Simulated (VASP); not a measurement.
# BaO in VASP: single point with PBEsol

Aim: the single point of BaO with PBEsol.

All numbers are computed with VASP 6.6.1; they aren't measurements. Logs are shortened: lines on timing, memory, paths and dates and some standing lists are left out, and cuts for length are marked.

### Step 1. The cell of the first run

The cell holds a slab with vacuum, 8 atoms: a = 3.882 Å, b = 3.882 Å, c = 26.095 Å, α = 90.00°, β = 90.00°, γ = 120.00°.

### Step 2. Single point, PBEsol ((1 1 1) slab cut from the bulk)

File INCAR:

```
SYSTEM = BaO
PREC = Accurate
ENCUT = 520
EDIFF = 1E-7
ISMEAR = 0
SIGMA = 0.05
LREAL = .FALSE.
LASPH = .TRUE.
NELM = 100
ALGO = Fast
ISIF = 2
LWAVE = .FALSE.
LCHARG = .TRUE.
LDIPOL = .TRUE.
IDIPOL = 3
DIPOL = 0.5 0.5 0.500
GGA = PS
LELF = .TRUE.
LVHAR = .TRUE.
LVACPOTAV = .TRUE.
NBANDS = 42
```

File KPOINTS:

```
Automatic mesh
0
G
  9 9 1
  0 0 0
```

File POSCAR:

```
BaO
1.0
    3.8822785428      0.0000000000      0.0000000000
   -1.9411392714      3.3621518426      0.0000000000
    0.0000000000      0.0000000000     26.0945350474
O Ba
4 4
Direct
    0.3333333333      0.6666666667      0.2874165026
    0.0000000000      0.0000000000      0.4088927868
    0.6666666667      0.3333333333      0.5303690711
    0.3333333333      0.6666666667      0.6518453553
    0.6666666667      0.3333333333      0.3481546447
    0.3333333333      0.6666666667      0.4696309289
    0.0000000000      0.0000000000      0.5911072132
    0.6666666667      0.3333333333      0.7125834974
```

Potentials or basis: VASP PAW PBE potentials, release 64 (O, Ba_sv).

Started as:

```sh
$ cat potpaw_PBE.64/O/POTCAR potpaw_PBE.64/Ba_sv/POTCAR > POTCAR
$ mpirun -np 1 vasp_std > vasp.out
```

OUTCAR:

```text
SYSTEM = BaO
   PREC = Accurate
   ENCUT = 520
   EDIFF = 1E-7
   ISMEAR = 0
   LREAL = .FALSE.
   LASPH = .TRUE.
   NELM = 100
   ISIF = 2
   GGA = PS

 ion  position               nearest neighbor table
   1  0.333  0.667  0.287-   5 2.75   5 2.75   5 2.75
   2  0.000  0.000  0.409-   5 2.75   6 2.75   6 2.75   5 2.75   5 2.75   6 2.75
   3  0.667  0.333  0.530-   7 2.75   7 2.75   7 2.75   6 2.75   6 2.75   6 2.75
   4  0.333  0.667  0.652-   8 2.75   7 2.75   8 2.75   7 2.75   7 2.75   8 2.75
   5  0.667  0.333  0.348-   1 2.75   2 2.75   1 2.75   2 2.75   2 2.75   1 2.75   6 3.88   6 3.88
                             6 3.88
   6  0.333  0.667  0.470-   2 2.75   2 2.75   2 2.75   3 2.75   3 2.75   3 2.75   5 3.88   5 3.88
                             5 3.88   7 3.88   7 3.88   7 3.88
   7  0.000  0.000  0.591-   3 2.75   4 2.75   4 2.75   3 2.75   3 2.75   4 2.75   8 3.88   8 3.88
                             8 3.88   6 3.88   6 3.88   6 3.88
   8  0.667  0.333  0.713-   4 2.75   4 2.75   4 2.75   7 3.88   7 3.88   7 3.88

  LATTYP: Found a hexagonal cell.
 ALAT       =     3.8822785428
 C/A-ratio  =     6.7214484380

  Lattice vectors:

 A1 = (   3.8822785428,   0.0000000000,   0.0000000000)
 A2 = (  -1.9411392714,   3.3621518426,   0.0000000000)
 A3 = (   0.0000000000,   0.0000000000,  26.0945350474)

Analysis of symmetry for initial positions (statically):
=====================================================================
 Subroutine PRICEL returns:
 Original cell was already a primitive cell.

 Routine SETGRP: Setting up the symmetry group for a
 hexagonal supercell.

 Subroutine GETGRP returns: Found  6 space group operations
 (whereof  6 operations were pure point group operations)
 out of a pool of 24 trial point group operations.

The static configuration has the point symmetry C_3v.

Analysis of symmetry for dynamics (positions and initial velocities):
=====================================================================
 Subroutine PRICEL returns:
 Original cell was already a primitive cell.

 Routine SETGRP: Setting up the symmetry group for a
 hexagonal supercell.

 Subroutine GETGRP returns: Found  6 space group operations
 (whereof  6 operations were pure point group operations)
 out of a pool of 24 trial point group operations.

The dynamic configuration has the point symmetry C_3v.

 Subroutine INISYM returns: Found  6 space group operations
 (whereof  6 operations are pure point group operations),
 and found     1 'primitive' translations

----------------------------------------------------------------------------------------

[... 107 lines left out ...]
   EFERMI_NEDOS =   21; number of points for ismear=-14 and -15
   IALGO  =     68    algorithm
   IMIX   =      4    mixing-type and parameters
     AMIX     =   0.40;   BMIX     =  1.00
     AMIX_MAG =   1.60;   BMIX_MAG =  1.00
  volume/ion in A,a.u.               =      42.58       287.32
  Fermi-wavevector in a.u.,A,eV,Ry     =   0.937671  1.771940 11.962598  0.879226
  Thomas-Fermi vector in A             =   2.064805
   LORBIT       =      0    0 simple, 1 ext, 2 COOP (PROOUT), +10 PAW based schemes
   GGA     = PS    functional components
   LHFCALC =     F    Hartree Fock is set to
   AEXX    =    0.0000 exact exchange contribution
   IVDW    =     0    specifies the selected vdW correction
   LEPSILON=     F    determine dielectric tensor
   LRPA    =     F    only Hartree local field effects (RPA)
 non-spin polarized calculation
 RMM-DIIS sequential band-by-band and
 Gauss-broadening in eV      SIGMA  =   0.05
  energy-cutoff  :      520.00
  volume of cell :      340.61
 maximum number of plane-waves:      9204
 NGX is ok and might be reduce to    30
   NGX = 15   NGY = 15   NGZ = 97

 dipolmoment           0.000000      0.000000      0.328003 electrons x Angstroem

 number of electron      63.9999998 magnetization

 dipolmoment           0.000000      0.000000     -0.391556 electrons x Angstroem

 Free energy of the ion-electron system (eV)
  ---------------------------------------------------
  ext. energy  EPLUGINS =         0.00000000
  ---------------------------------------------------
  free energy    TOTEN  =       -44.50490861 eV

  energy without entropy =      -44.46673588  energy(sigma->0) =      -44.48582224

 E-fermi :  -1.4501     XC(G=0):  -5.5945

 val. band max:       -1.4518112402   @ k =   0.2222   0.2222   0.0000
 cond. band min:      -1.4496556068   @ k =   0.4444   0.1111   0.0000
 fundamental gap:      0.0021556334
 Fermi energy:        -1.4500782396

 k-point     1 :       0.0000    0.0000    0.0000
  band No.  band energies     occupation
      1     -30.3313      2.00000
      2     -28.8006      2.00000
      3     -28.0484      2.00000
      4     -27.0820      2.00000
      5     -19.2966      2.00000
      6     -18.1681      2.00000
[... 529 lines left out ...]
     41       4.4287      0.00000
     42       5.2213      0.00000

------------------------ aborting loop because EDIFF is reached ----------------------------------------

  FORCE on cell =-STRESS in cart. coord.  units (eV):
  Direction    XX          YY          ZZ          XY          YZ          ZX
  --------------------------------------------------------------------------------------
  -------------------------------------------------------------------------------------
  Total        0.9717449      0.9717449     -2.1808818     -0.0000000      0.0000000      0.0000000
  in kB        4.5709794      4.5709794    -10.2586244     -0.0000000      0.0000000      0.0000000
  external PRESSURE =      -0.3722219 kB  Pullay stress =       0.0000000 kB

 VOLUME and BASIS-vectors are now :
 -----------------------------------------------------------------------------
  energy-cutoff  :      520.00
  volume of cell :      340.61
      direct lattice vectors                 reciprocal lattice vectors
     3.882278543  0.000000000  0.000000000     0.257580694  0.148714283  0.000000000
    -1.941139271  3.362151843  0.000000000     0.000000000  0.297428566  0.000000000
     0.000000000  0.000000000 26.094535047     0.000000000  0.000000000  0.038322200

 POSITION                                       TOTAL-FORCE (eV/Angst)
 -----------------------------------------------------------------------------------
     -0.00000      2.24143      7.50000         0.000000     -0.000000      2.003412
      0.00000      0.00000     10.66987         0.000000     -0.000000      0.752254
      1.94114      1.12072     13.83973        -0.000000      0.000000      0.617225
     -0.00000      2.24143     17.00960        -0.000000     -0.000000      0.817066
      1.94114      1.12072      9.08493         0.000000     -0.000000     -2.556641
     -0.00000      2.24143     12.25480         0.000000     -0.000000     -0.635408
      0.00000      0.00000     15.42467         0.000000     -0.000000     -0.613460
      1.94114      1.12072     18.59454        -0.000000     -0.000000     -0.384449
 -----------------------------------------------------------------------------------
    total drift:                                0.000000     -0.000000     -0.000388

  FREE ENERGIE OF THE ION-ELECTRON SYSTEM (eV)
  ---------------------------------------------------
  free  energy   TOTEN  =       -44.5049086072 eV

  energy  without entropy=      -44.4667358810  energy(sigma->0) =      -44.48582224

 vacuum level on the upper side and lower side of the slab         1.638         7.071
```

It took 8.3 min on 1 thread of AMD EPYC 7R13 (Zen 3), shared host; peak memory 0.48 GiB.

Results:

```yaml
Free_energy: -44.5049 eV
Largest_force: 2.557 eV/Å
Band_gap_on_the_k_mesh: none (metal or under the smearing width)
Work_function_of_the_upper_face: 3.09 eV
Work_function_of_the_lower_face: 8.52 eV
```

Forces in eV/Å, atoms in the order of the input:
```
O    0.000  0.000  2.003
O    0.000  0.000  0.752
O    0.000  0.000  0.617
O    0.000  0.000  0.817
Ba   0.000  0.000 -2.557
Ba   0.000  0.000 -0.635
Ba   0.000  0.000 -0.613
Ba   0.000  0.000 -0.384
```

Levels at points of the mesh, in eV from the Fermi level:
| k point | band 29 | band 30 | band 31 | band 32 | band 33 | band 34 | band 35 | band 36 |
| --- | --- | --- | --- | --- | --- | --- | --- | --- |
| (0.00, 0.00, 0.00) | -1.56 | -0.88 | -0.33 | -0.07 | -0.07 | 0.69 | 2.35 | 2.35 |

Caveat: the PAW data sets were made with another functional, which shifts forces and pressure a little. The run has no spin-orbit coupling, so splittings on Ba are missing.
